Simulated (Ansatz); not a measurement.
(001) slab cut from the bulk of AlN, 15 Å of vacuum:

```
CELL_PARAMETERS angstrom
3.11369 0.00000 0.00000
-1.55685 2.69654 0.00000
0.00000 0.00000 28.04667
ATOMIC_POSITIONS crystal
N 0.33333 0.66667 0.26741
Al 0.66667 0.33333 0.28838
N 0.66667 0.33333 0.35625
Al 0.33333 0.66667 0.37722
N 0.33333 0.66667 0.44509
Al 0.66667 0.33333 0.46606
N 0.66667 0.33333 0.53394
Al 0.33333 0.66667 0.55491
N 0.33333 0.66667 0.62278
Al 0.66667 0.33333 0.64375
N 0.66667 0.33333 0.71162
Al 0.33333 0.66667 0.73259
```

Method: Ansatz 0.2.0, DFT PBEsol, scalar-relativistic, plane waves, PAW. Settings: cutoff 420 eV, Γ-centred mesh 9×9×1 on the computed 12-atom cell, Gaussian smearing of 0.05 eV; no spin polarisation. The cell repeats along c with a dipole correction in the vacuum.

This base run converges in 19 iterations with a largest force of 2.023 eV/Å and a work function of 4.46 eV on the top face.

One setting at a time is then changed, some of them on purpose to poor values; changes count from the base run, energies are extrapolated to zero smearing, γ keeps the base's bulk energy, atoms stay where they are, and risky runs are capped at 50 to 100 iterations.

(1) What does each change do? field of 4.0 V/Å along c; no dipole correction, vacuum of 15 Å; isolated along c; cutoff 360 eV; no preconditioner, β = 0.7; mixing β = 0.02; k mesh 1×1×1; occupations fermi-dirac 0.3 eV.

Spin polarisation was left out, and a magnetic state may lie lower. In some of the runs (field 4.0) charge leaks into the vacuum, so their work functions can be off.

Results:

(1)
| change | outcome | SCF iterations | ΔE (meV/atom) | Δγ (J/m²) | Δφ top (eV) | largest force (eV/Å) | largest change of a force (eV/Å) |
| --- | --- | --- | --- | --- | --- | --- | --- |
| field of 4.0 V/Å along c | converged with warnings | 23 | -544.3 |  |  | 1.455 | 0.908 |
| no dipole correction, vacuum of 15 Å | converged | 23 | -1.6 | -0.019 |  | 1.970 | 0.056 |
| isolated along c | converged with warnings | 23 | 0.0 | 0.000 | 0.00 | 2.023 | 0.000 |
| cutoff 360 eV | converged with warnings | 22 | +23.0 |  | 0.00 | 2.026 | 0.015 |
| no preconditioner, β = 0.7 | converged with warnings | 19 | 0.0 | 0.000 |  | 2.023 | 0.000 |
| mixing β = 0.02 | converged | 20 | 0.0 | 0.000 | 0.00 | 2.023 | 0.000 |
| k mesh 1×1×1 | converged with warnings | 35 | +2545.1 | +29.140 |  | 3.854 | 2.118 |
| occupations fermi-dirac 0.3 eV | converged | 11 | -12.1 | -0.139 | -0.03 | 2.105 | 0.141 |

Cost: 9 runs of about 1.6 core-minutes in all, on Intel Xeon 6975P-C (Granite Rapids) (shared hosts).